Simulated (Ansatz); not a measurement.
## NaF (CsCl type): gap against strain (uniaxial along x, other directions held)

NaF, CsCl type, relaxed with r2SCAN in Ansatz, then strained (uniaxial along x, other directions held; changes of length per length, axes as in the cell below) with the atoms relaxed again within the symmetry that is left. The symmetry is Pm-3m (No. 221, cubic); a = 2.793 Å in the conventional setting, 10.90 Å³ an atom. Na has 8 F at 2.42 Å; F has 8 Na at 2.42 Å. These are computed values for a spin-unpolarised cell that may be hypothetical; none is a measurement.

```
Na F
1.0
     2.79349    0.00000    0.00000
     0.00000    2.79349    0.00000
     0.00000    0.00000    2.79349
Na F
1 1
Direct
  0.00000 0.00000 0.00000
  0.50000 0.50000 0.50000
```

Gaps are the least over each mesh (PBE 10×10×10, r2SCAN 10×10×10, HSE06 6×6×6 when unstrained) and the special points, which keep their unstrained names; stress is the change from the unstrained cell, compression positive.

```
strain (%)  gap, PBE (eV)  gap, r2SCAN (eV)  gap, HSE06 (eV)  edges, HSE06  stress along the strain, r2SCAN (GPa)  energy rise, r2SCAN (meV/atom)
     -5.21          6.246             7.191            8.487         M → Γ                                 +10.38                            17.6
       0.0          6.128             7.058            8.331         M → Γ                                   0.00                             0.0
     +1.47          6.005             6.930            8.200         M → Γ                                  -2.48                             1.3
     +1.48          6.004             6.929            8.199         M → Γ                                  -2.50                             1.3
```

Q: Estimate the row for a strain of -4.32 %.

A:
```
strain (%)  gap, PBE (eV)  gap, r2SCAN (eV)  gap, HSE06 (eV)  edges, HSE06  stress along the strain, r2SCAN (GPa)  energy rise, r2SCAN (meV/atom)
     -4.32          6.232             7.175            8.467         M → Γ                                  +8.40                            11.9
```

Between zero and the nearest strains the slope of the HSE06 gap against strain is -0.032 eV per percent for negative and -0.089 for positive strain.

The meshes of the hybrids are coarse, so their gaps aren't converged to the digits shown.
